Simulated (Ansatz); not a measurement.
Level of theory: DFT PBE, scalar-relativistic, plane waves, PAW (Ansatz). All cells share a 420 eV cutoff and Γ-centred k meshes spaced at most about 0.3 Å⁻¹ (about 0.25 or finer for metals, 2π included). No spin polarisation.

Each guess is relaxed in cell and atoms at zero pressure, on a coarse mesh first where it starts far from rest and then on a converged one. The steps can't lower the symmetry of the start, but it can rise. Energies are static (0 K, no zero-point motion).

Two unrelaxed guesses for Be₂Se:

A.

```xyz
3
Lattice="0.0000 2.9955 2.9955 2.9955 0.0000 2.9955 2.9955 2.9955 0.0000" Properties=species:S:1:pos:R:3 pbc="T T T"
Be    4.4932    4.4932    4.4932
Be    1.4977    1.4977    1.4977
Se    0.0000    0.0000    0.0000
```

B.

```xyz
3
Lattice="4.3838 0.0000 0.0000 -2.1919 3.7964 0.0000 0.0000 0.0000 2.6061" Properties=species:S:1:pos:R:3 pbc="T T T"
Be    2.1919    1.2655    1.3031
Be    0.0000    2.5310    1.3031
Se    0.0000    0.0000    0.0000
```

Question: Do they relax into the same structure? If not, which is lower?

Answer: No. B ends lower, by 143 meV/atom. A: Fm-3m at 17.9 Å³/atom → Fm-3m (anti-fluorite type) at 15.5 Å³/atom; B: P6/mmm at 14.5 Å³/atom → P6/mmm (AlB2 type) at 13.3 Å³/atom. Counting Se atoms around Be (those within 1.25 times the shortest such distance or 1.15 times the sum of covalent radii, 1.27 where that leaves under three; the shortest distance is added where it exceeds 1.18 times the sum of covalent radii), the end of A has Be 4 and the end of B has Be 6 from 2.7 Å. End of A. Conventional cell: a = 5.711 Å. Be is surrounded by 4 Se at 2.47 Å and 6 Be at 2.86 Å; Se is surrounded by 8 Be at 2.47 Å. End of B. Conventional cell: a = 3.663 Å, c = 3.434 Å. Around Be lie 3 Be at 2.12 Å and 6 Se at 2.72 Å; around Se lie 12 Be at 2.72 Å.

Ends held by symmetry can be saddle points. Neither end is the lowest form computed: that has space group P-4m2 (No. 115) and lies 0.74 eV/atom below the better end. Even the lowest of the cells shown lies +0.61 eV/atom against the elements. Some structure types and database cells were kept out of the candidates from the start, so a known form may be missing.
